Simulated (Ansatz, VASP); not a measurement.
## Si: VASP beside Ansatz

```xyz
1
Lattice="0.0000 1.9367 1.9367 1.9367 0.0000 1.9367 1.9367 1.9367 0.0000" Properties=species:S:1:pos:R:3 pbc="T T T"
Si    0.0000    0.0000    0.0000
```

Alike in both runs: functional PBE; k mesh 18 × 18 × 18; occupations gaussian, width 0.1 eV; no spin polarisation.

Ansatz relaxed the structure, and its values are those at the end. VASP's run is a single point on that final structure, the one shown.

|  | VASP | Ansatz |
| --- | --- | --- |
| version | VASP 6.6.1 | Ansatz 0.2.0 |
| potentials or method | VASP PAW PBE potentials, release 64 (Si) | scalar-relativistic, plane waves, PAW |
| plane-wave cutoff (eV) | 520 | 420 |
| valence electrons in the cell | 4 | 4 |

```tsv
	VASP	Ansatz	Ansatz less VASP
gap on the k mesh at the Fermi level (eV)	none	none	-
pressure (GPa)	0.1	0.1	+0.03
```

A gap of «none» marks a metal or a gap that the smearing closes. The functional is the same, so the differences come from potentials, cutoffs and numerics.
